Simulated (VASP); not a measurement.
# BAs (F-43m) in VASP: further runs

One crystal, BAs, is run at these levels: HF, LDA; tasks: single point, relaxation of cell and atoms.

Program: VASP 6.6.1. These are calculated values, not measurements. Logs are shortened: lines on timing, memory, paths and dates and some standing lists are left out, and cuts for length are marked.

### 1 Starting point

Symmetry: F-43m, No. 216, cubic system. The conventional cell has a = 4.784 Å, b = 4.784 Å, c = 4.784 Å, α = 90.00°, β = 90.00°, γ = 90.00°. B (site symmetry -43m) has 4 As at 2.07 Å as nearest neighbours. As (site symmetry -43m) has 4 B at 2.07 Å as nearest neighbours.

### 2 Single point, HF

POSCAR

```
BAs
1.0
    0.0000000000      2.3918700258      2.3918700258
    2.3918700258      0.0000000000      2.3918700258
    2.3918700258      2.3918700258      0.0000000000
B As
1 1
Direct
    0.0000000000      0.0000000000      0.0000000000
    0.2500000000      0.2500000000      0.2500000000
```

INCAR.step1

```
PREC = Accurate
ENCUT = 520
EDIFF = 1E-5
ISMEAR = 0
SIGMA = 0.01
LREAL = False
LASPH = True
NELM = 100
ALGO = Normal
ISIF = 2
LWAVE = True
LCHARG = False
GGA = PE
NBANDS = 11
```

INCAR.step2

```
PREC = Accurate
ENCUT = 520
EDIFF = 1E-7
ISMEAR = 0
SIGMA = 0.01
LREAL = False
LASPH = True
NELM = 100
ALGO = Normal
ISIF = 2
LWAVE = False
LCHARG = False
GGA = PE
LHFCALC = True
AEXX = 1.0
ALDAC = 0.0
AGGAC = 0.0
PRECFOCK = Normal
HFRCUT = -1
ISTART = 1
NBANDS = 11
```

KPOINTS

```
Automatic mesh
0
Gamma
  6 6 6
```

Potentials or basis: VASP PAW PBE potentials, release 64 (B, As).

The run is started by

```sh
> cat potpaw_PBE.64/B/POTCAR potpaw_PBE.64/As/POTCAR > POTCAR
> cp INCAR.step1 INCAR
> mpirun -np 1 vasp_std > vasp.out
> cp INCAR.step2 INCAR
> mpirun -np 1 vasp_std > vasp.out
```

OUTCAR:

```text
PREC = Accurate
   ENCUT = 520
   EDIFF = 1E-7
   ISMEAR = 0
   LREAL = False
   LASPH = True
   NELM = 100
   ISIF = 2
   GGA = PE
   LHFCALC = True
   AEXX = 1.0
   PRECFOCK = Normal
   ISTART = 1

 ion  position               nearest neighbor table
   1  0.000  0.000  0.000-   2 2.07   2 2.07   2 2.07   2 2.07
   2  0.250  0.250  0.250-   1 2.07   1 2.07   1 2.07   1 2.07

  LATTYP: Found a face centered cubic cell.
 ALAT       =     4.7837400516

  Lattice vectors:

 A1 = (   0.0000000000,   2.3918700258,   2.3918700258)
 A2 = (   2.3918700258,   0.0000000000,   2.3918700258)
 A3 = (   2.3918700258,   2.3918700258,   0.0000000000)

Analysis of symmetry for initial positions (statically):
=====================================================================
 Subroutine PRICEL returns:
 Original cell was already a primitive cell.

 Routine SETGRP: Setting up the symmetry group for a
 face centered cubic supercell.

 Subroutine GETGRP returns: Found 24 space group operations
 (whereof 24 operations were pure point group operations)
 out of a pool of 48 trial point group operations.

The static configuration has the point symmetry T_d .

Analysis of symmetry for dynamics (positions and initial velocities):
=====================================================================
 Subroutine PRICEL returns:
 Original cell was already a primitive cell.

 Routine SETGRP: Setting up the symmetry group for a
 face centered cubic supercell.

 Subroutine GETGRP returns: Found 24 space group operations
 (whereof 24 operations were pure point group operations)
 out of a pool of 48 trial point group operations.

The dynamic configuration has the point symmetry T_d .

 Subroutine INISYM returns: Found 24 space group operations
 (whereof 24 operations are pure point group operations),
 and found     1 'primitive' translations

----------------------------------------------------------------------------------------

                                     Primitive cell

  volume of cell :      27.3680

  direct lattice vectors                    reciprocal lattice vectors
     0.000000000  2.391870026  2.391870026    -0.209041459  0.209041459  0.209041459
     2.391870026  0.000000000  2.391870026     0.209041459 -0.209041459  0.209041459
     2.391870026  2.391870026  0.000000000     0.209041459  0.209041459 -0.209041459

  length of vectors
     3.382615030  3.382615030  3.382615030     0.362070428  0.362070428  0.362070428

  position of ions in fractional coordinates (direct lattice)
     0.000000000  0.000000000  0.000000000
     0.250000000  0.250000000  0.250000000

  ion indices of the primitive-cell ions
   primitive index   ion index
                 1           1
                 2           2

----------------------------------------------------------------------------------------

 KPOINTS: Automatic mesh

Automatic generation of k-mesh.
 Grid dimensions read from file:
 generate k-points for:    6    6    6

 Generating k-lattice:

  Cartesian coordinates                     Fractional coordinates (reciprocal lattice)
    -0.034840243  0.034840243  0.034840243     0.166666667  0.000000000  0.000000000
     0.034840243 -0.034840243  0.034840243     0.000000000  0.166666667  0.000000000
     0.034840243  0.034840243 -0.034840243     0.000000000  0.000000000  0.166666667

  Length of vectors
     0.060345071  0.060345071  0.060345071

  Shift w.r.t. Gamma in fractional coordinates (k-lattice)
     0.000000000  0.000000000  0.000000000

 Subroutine IBZKPT returns following result:
 ===========================================

 Found     16 irreducible k-points:

 Following reciprocal coordinates:
            Coordinates               Weight
  0.000000  0.000000  0.000000      1.000000
  0.166667  0.000000  0.000000      8.000000
  0.333333  0.000000  0.000000      8.000000
  0.500000  0.000000  0.000000      4.000000
  0.166667  0.166667  0.000000      6.000000
  0.333333  0.166667  0.000000     24.000000
[... 8 lines left out ...]
 -0.333333  0.333333  0.166667     24.000000
 -0.333333  0.500000  0.166667     12.000000
   k-points           NKPTS =     16   k-points in BZ     NKDIM =    216   number of bands    NBANDS=     11
   number of dos      NEDOS =    301   number of ions     NIONS =      2
   total plane-waves  NPLWV =  21952
   dimension x,y,z NGX =    28 NGY =   28 NGZ =   28
   dimension x,y,z NGXF=    56 NGYF=   56 NGZF=   56
   ions per type =               1   1
   NGX,Y,Z   is equivalent  to a cutoff of  13.76, 13.76, 13.76 a.u.
   NGXF,Y,Z  is equivalent  to a cutoff of  27.52, 27.52, 27.52 a.u.
 SYSTEM =  unknown system
   PREC   = accura    normal or accurate (medium, high low for compatibility)
   ISTART =      1    job   : 0-new  1-cont  2-samecut
   ICHARG =      0    charge: 1-file 2-atom 10-const
   ISPIN  =      1    spin polarized calculation?
   LNONCOLLINEAR =      F non collinear calculations
   LSORBIT =      F    spin-orbit coupling
   LASPH  =      T    aspherical Exc in radial PAW
   ENCUT  =  520.0 eV  38.22 Ry    6.18 a.u.   6.29  6.29  6.29*2*pi/ulx,y,z
   NELM   =    100;   NELMIN=  2; NELMDL=  0     # of ELM steps
   EDIFF  = 0.1E-06   stopping-criterion for ELM
   LREAL  =      F    real-space projection
   EDIFFG = 0.1E-05   stopping-criterion for IOM
   NSW    =      0    number of steps for IOM
   IBRION =     -1    ionic relax: 0-MD 1-quasi-New 2-CG
   NFREE  =      0    steps in history (QN), initial steepest desc. (CG)
   ISIF   =      2    stress and relaxation
   ISYM   =      3    0-nonsym 1-usesym 2-fastsym
   POTIM  = 0.5000    time-step for ionic-motion
   TEBEG  =    0.0;   TEEND  =   0.0 temperature during run
   PSTRESS=    0.0 pullay stress
   NELECT =       8.0000    total number of electrons
   NUPDOWN=      -1.0000    fix difference up-down
   EMIN   =  10.00;   EMAX   =-10.00  energy-range for DOS
   EFERMI =   0.00;   METHOD = LEGACY
   ISMEAR =     0;   SIGMA  =   0.01  broadening in eV -4-tet -1-fermi 0-gaus
   EFERMI_NEDOS =   21; number of points for ismear=-14 and -15
   IALGO  =     38    algorithm
   IMIX   =      1    mixing-type and parameters
     AMIX     =   0.40;   BMIX     =  1.00
     AMIX_MAG =   1.60;   BMIX_MAG =  1.00
  volume/ion in A,a.u.               =      13.68        92.34
  Fermi-wavevector in a.u.,A,eV,Ry     =   1.086485  2.053160 16.061006  1.180451
  Thomas-Fermi vector in A             =   2.222623
   LORBIT       =      0    0 simple, 1 ext, 2 COOP (PROOUT), +10 PAW based schemes
   GGA     = PE    functional components
   LHFCALC =     T    Hartree Fock is set to
   PRECFOCK=normal    Normal, Fast or Accurate (Low or Medium for compatibility)
   ENCUT4O =  -1.0   cutoff for four orbital integrals eV
   NKREDX  =     1    reduce k-point grid by
   NKREDY  =     1    reduce k-point grid by
   NKREDZ  =     1    reduce k-point grid by
   AEXX    =    1.0000 exact exchange contribution
   HFSCREEN=    0.0000 screening length (either q_TF or 0.3 A-1)
   HFSCREENC=   0.0000 screening length for correlation (either q_TF or 0.3 A-1)
   ENCUTFOCK=  -1.0 apply spherical cutoff to Coloumb kernel
   IVDW    =     0    specifies the selected vdW correction
   LEPSILON=     F    determine dielectric tensor
   LRPA    =     F    only Hartree local field effects (RPA)
 non-spin polarized calculation
 Gauss-broadening in eV      SIGMA  =   0.01
  energy-cutoff  :      520.00
  volume of cell :       27.37
 maximum number of plane-waves:       754
 NGX is ok and might be reduce to    28
  NGX = 20; NGY = 20; NGZ = 20

 number of electron       8.0000000 magnetization

 Free energy of the ion-electron system (eV)
  ---------------------------------------------------
  ext. energy  EPLUGINS =         0.00000000
  ---------------------------------------------------
  free energy    TOTEN  =       -19.83330585 eV

  energy without entropy =      -19.83330585  energy(sigma->0) =      -19.83330585

 E-fermi :   4.2586     XC(G=0):   0.0000

 val. band max:        4.1297197126   @ k =   0.0000   0.0000   0.0000
 cond. band min:      11.6678892258   @ k =   0.3333   0.3333   0.0000
 fundamental gap:      7.5381695132
 Fermi energy:         4.2586385633

 k-point     1 :       0.0000    0.0000    0.0000
  band No.  band energies     occupation
      1     -17.3086      2.00000
      2       4.1297      2.00000
      3       4.1297      2.00000
      4       4.1297      2.00000
      5      14.2163      0.00000
      6      14.2163      0.00000
      7      14.2163      0.00000
      8      17.0876      0.00000
      9      21.6027      0.00000
     10      24.9874      0.00000
     11      24.9874      0.00000

 k-point     2 :       0.1667    0.0000    0.0000
  band No.  band energies     occupation
      1     -16.6732      2.00000
      2       0.3521      2.00000
      3       3.3082      2.00000
      4       3.3082      2.00000
      5      14.4464      0.00000
      6      15.3361      0.00000
      7      15.3361      0.00000
      8      19.1006      0.00000
      9      23.1399      0.00000
     10      23.1399      0.00000
     11      23.3248      0.00000

 k-point     3 :       0.3333    0.0000    0.0000
  band No.  band energies     occupation
      1     -14.9024      2.00000
      2      -5.0980      2.00000
      3       2.1523      2.00000
      4       2.1523      2.00000
      5      13.9952      0.00000
      6      16.1685      0.00000
      7      16.1685      0.00000
      8      21.2782      0.00000
      9      24.0211      0.00000
     10      24.2527      0.00000
     11      24.2527      0.00000
[... 155 lines left out ...]
 k-point    15 :      -0.3333    0.3333    0.1667
  band No.  band energies     occupation
      1     -11.8237      2.00000
      2      -7.2576      2.00000
      3      -3.0140      2.00000
      4      -0.8676      2.00000
      5      15.5016      0.00000
      6      16.6731      0.00000
      7      20.0843      0.00000
      8      21.1417      0.00000
      9      22.7506      0.00000
     10      27.5879      0.00000
     11      29.8643      0.00000

 k-point    16 :      -0.3333    0.5000    0.1667
  band No.  band energies     occupation
      1     -11.0342      2.00000
      2      -7.6890      2.00000
      3      -2.6042      2.00000
      4      -2.3501      2.00000
      5      14.6962      0.00000
      6      15.1618      0.00000
      7      21.2094      0.00000
      8      21.5052      0.00000
      9      25.8169      0.00000
     10      29.0013      0.00000
     11      29.1840      0.00000

------------------------ aborting loop because EDIFF is reached ----------------------------------------

  FORCE on cell =-STRESS in cart. coord.  units (eV):
  Direction    XX          YY          ZZ          XY          YZ          ZX
  --------------------------------------------------------------------------------------
  -------------------------------------------------------------------------------------
  Total        0.2711547      0.2711547      0.2711547      0.0000000      0.0000000     -0.0000000
  in kB       15.8739473     15.8739473     15.8739473      0.0000000      0.0000000     -0.0000000
  external PRESSURE =      15.8739473 kB  Pullay stress =       0.0000000 kB

 VOLUME and BASIS-vectors are now :
 -----------------------------------------------------------------------------
  energy-cutoff  :      520.00
  volume of cell :       27.37
      direct lattice vectors                 reciprocal lattice vectors
     0.000000000  2.391870026  2.391870026    -0.209041459  0.209041459  0.209041459
     2.391870026  0.000000000  2.391870026     0.209041459 -0.209041459  0.209041459
     2.391870026  2.391870026  0.000000000     0.209041459  0.209041459 -0.209041459

 POSITION                                       TOTAL-FORCE (eV/Angst)
 -----------------------------------------------------------------------------------
      0.00000      0.00000      0.00000        -0.000000     -0.000000     -0.000000
      1.19594      1.19594      1.19594         0.000000      0.000000      0.000000
 -----------------------------------------------------------------------------------
    total drift:                               -0.000000     -0.000000     -0.000000

  FREE ENERGIE OF THE ION-ELECTRON SYSTEM (eV)
  ---------------------------------------------------
  free  energy   TOTEN  =       -19.8333058525 eV

  energy  without entropy=      -19.8333058525  energy(sigma->0) =      -19.83330585
```

Run time: 8.8 min. Hardware: 1 thread of Intel Xeon Platinum 8488C (Sapphire Rapids), shared host; peak memory 0.17 GiB.

Results:

```
Free energy            : -19.8333 eV
Pressure               : 1.6 GPa
Band gap on the k mesh : 7.54 eV, indirect (least direct gap 10.09 eV)
```

Levels at points of the mesh, in eV from the valence-band top:
| k point | band 2 | band 3 | band 4 | band 5 | band 6 | band 7 |
| --- | --- | --- | --- | --- | --- | --- |
| (0.00, 0.00, 0.00) | 0.00 | 0.00 | 0.00 | 10.09 | 10.09 | 10.09 |
| (0.50, 0.00, 0.00) | -12.18 | -2.44 | -2.44 | 9.66 | 11.92 | 11.92 |
| (0.50, 0.50, 0.00) | -12.20 | -5.47 | -5.47 | 7.64 | 7.87 | 21.02 |

Caveat: the PAW data sets were made with another functional, which shifts forces and pressure a little. A k mesh can miss the band edges.

### 3 Single point, LDA

This run uses another cell than the first one, of 13.25 Å³/atom, 0.968 times its volume.

INCAR

```
SYSTEM = BAs
PREC     = Accurate       ! precision mode
ENCUT    = 520            ! plane-wave cutoff, eV
EDIFF    = 1E-7           ! SCF threshold, eV
ISMEAR   = -1             ! smearing method
SIGMA    = 0.02           ! smearing width, eV
LREAL    = .FALSE.        ! projectors in reciprocal space
LASPH    = .TRUE.         ! aspherical terms in the spheres
NELM     = 100            ! most SCF steps
ALGO     = Normal         ! electronic algorithm
ISIF     = 2              ! what is computed and relaxed
LWAVE    = .FALSE.        ! write WAVECAR
LCHARG   = .TRUE.         ! write CHGCAR
GGA      = CA             ! functional
LELF     = .TRUE.         ! ELF
LVHAR    = .TRUE.       
NBANDS   = 11             ! bands
```

KPOINTS

```
regular mesh
0
G
  8 8 8
  0 0 0
```

POSCAR

```
BAs
1.0
    0.0000000000      2.3662726792      2.3662726792
    2.3662726792      0.0000000000      2.3662726792
    2.3662726792      2.3662726792      0.0000000000
B As
1 1
Direct
    0.0000000000      0.0000000000      0.0000000000
    0.2500000000      0.2500000000      0.2500000000
```

Potentials or basis: VASP PAW LDA potentials, release 64 (B, As).

The run is started by

```sh
> cat potpaw_LDA.64/B/POTCAR potpaw_LDA.64/As/POTCAR > POTCAR
> mpirun -np 1 vasp_std > vasp.out
```

Run time: 6.9 s. Hardware: 1 thread of Intel Xeon Platinum 8488C (Sapphire Rapids), shared host; peak memory 0.14 GiB.

Results (log left out):

* Free energy: -12.9238 eV
* Pressure: 0.9 GPa
* Band gap on the k mesh: 1.11 eV, indirect (least direct gap 3.29 eV)

Levels at points of the mesh, in eV from the valence-band top:
```tsv
k point	band 1	band 2	band 3	band 4	band 5	band 6	band 7	band 8
(0.00, 0.00, 0.00)	-15.63	0.00	0.00	0.00	3.29	3.29	3.29	5.05
(0.50, 0.00, 0.00)	-12.67	-8.96	-1.87	-1.87	2.86	4.78	4.78	8.75
(0.50, 0.50, 0.00)	-11.35	-8.59	-4.19	-4.19	1.32	1.38	11.50	11.50
```

A k mesh can miss the band edges. As with any semilocal functional, this LDA gap is likely too small.

### 4 Relaxation of cell and atoms, LDA

This run uses another cell than the first one, of 13.90 Å³/atom, 1.016 times its volume.

INCAR

```
SYSTEM = BAs
PREC     = Accurate       ! precision mode
ENCUT    = 600            ! plane-wave cutoff, eV
EDIFF    = 1E-6           ! SCF threshold, eV
ISMEAR   = -1             ! smearing method
SIGMA    = 0.02           ! smearing width, eV
LREAL    = .FALSE.        ! projectors in reciprocal space
LASPH    = .TRUE.         ! aspherical terms in the spheres
NELM     = 100            ! most SCF steps
ALGO     = Normal         ! electronic algorithm
ISIF     = 3              ! what is computed and relaxed
LWAVE    = .FALSE.        ! write WAVECAR
LCHARG   = .FALSE.        ! write CHGCAR
IBRION   = 2              ! ionic algorithm
NSW      = 80             ! ionic steps
EDIFFG   = -0.005         ! ionic threshold
```

KPOINTS is that of step 3.

POSCAR

```
BAs
1.0
    0.0000000000      2.4044049119      2.4044049119
    2.4044049119      0.0000000000      2.4044049119
    2.4044049119      2.4044049119      0.0000000000
B As
1 1
Direct
    0.0000000000      0.0000000000      0.0000000000
    0.2500000000      0.2500000000      0.2500000000
```

The run is started by

```sh
> cat potpaw_LDA.64/B/POTCAR potpaw_LDA.64/As/POTCAR > POTCAR
> mpirun -np 1 vasp_std > vasp.out
```

It took 9.9 s on 1 thread of Intel Xeon Platinum 8488C (Sapphire Rapids), shared host; peak memory 0.15 GiB.

The run converged. Its results:

```
Free energy                            : -12.9254 eV
Relaxed volume                         : 13.33 Å³/atom
Relaxed cell                           : a = 3.353 Å, b = 3.353 Å, c = 3.353 Å, α = 60.00°, β = 60.00°, γ = 60.00°
Space group after relaxing (to 0.05 Å) : F-43m (No. 216)
Energy gained by relaxing              : 10.4 meV/atom
Ionic steps                            : 3
Pressure after relaxing                : 0.0 GPa
Band gap on the k mesh                 : 1.12 eV, indirect (least direct gap 3.28 eV)
```

Step by step:
| step | energy change (eV) | largest force (eV/Å) | pressure (GPa) | volume (Å³) |
| --- | --- | --- | --- | --- |
| 1 | 0.0000 | 0.0000 | -5.67 | 27.80 |
| 2 | -0.0094 | 0.0000 | 4.74 | 25.87 |
| 3 | -0.0209 | 0.0000 | -0.02 | 26.67 |

Final structure:
```cif
data_structure
_symmetry_space_group_name_H-M 'P 1'
_symmetry_Int_Tables_number 1
_cell_length_a 3.3534
_cell_length_b 3.3534
_cell_length_c 3.3534
_cell_angle_alpha 60.000
_cell_angle_beta 60.000
_cell_angle_gamma 60.000
_cell_volume 26.67
loop_
_atom_site_label
_atom_site_type_symbol
_atom_site_fract_x
_atom_site_fract_y
_atom_site_fract_z
_atom_site_occupancy
B1 B 0.00000 0.00000 0.00000 1
As1 As 0.25000 0.25000 0.25000 1
```

Levels at points of the mesh, in eV from the valence-band top:
| k point | band 1 | band 2 | band 3 | band 4 | band 5 | band 6 | band 7 | band 8 |
| --- | --- | --- | --- | --- | --- | --- | --- | --- |
| (0.00, 0.00, 0.00) | -15.58 | 0.00 | 0.00 | 0.00 | 3.28 | 3.28 | 3.28 | 4.97 |
| (0.50, 0.00, 0.00) | -12.64 | -8.92 | -1.85 | -1.85 | 2.82 | 4.78 | 4.78 | 8.74 |
| (0.50, 0.50, 0.00) | -11.33 | -8.55 | -4.17 | -4.17 | 1.32 | 1.39 | 11.44 | 11.44 |

A k mesh can miss the band edges. Zero-point motion and thermal expansion aren't in these numbers.

### 5 Overview

| task | level | potentials or basis | cell | k mesh | cutoff (eV) | smearing | exchange at q = 0 | grid for exact exchange (PRECFOCK) | gap on the mesh (eV) | pressure (GPa) |
| --- | --- | --- | --- | --- | --- | --- | --- | --- | --- | --- |
| single point | HF | VASP PAW PBE potentials, release 64 (B, As) | F-43m, 13.68 Å³/atom | 6 × 6 × 6 | 520 | gaussian 0.01 eV | truncated | Normal | 7.54 | 1.6 |
| single point | LDA | VASP PAW LDA potentials, release 64 (B, As) | F-43m, 13.25 Å³/atom | 8 × 8 × 8 | 520 | fermi-dirac 0.02 eV | - | - | 1.11 | 0.9 |
| relaxation of cell and atoms | LDA | VASP PAW LDA potentials, release 64 (B, As) | relaxed | 8 × 8 × 8 | 600 | fermi-dirac 0.02 eV | - | - | 1.12 | 0.0 |

Alike in all rows: no spin polarisation.

Caveats: the PAW data sets were made with another functional, which shifts forces and pressure a little (some runs).

Total energies depend on the potentials used, so only differences within one code and one set of settings carry meaning.
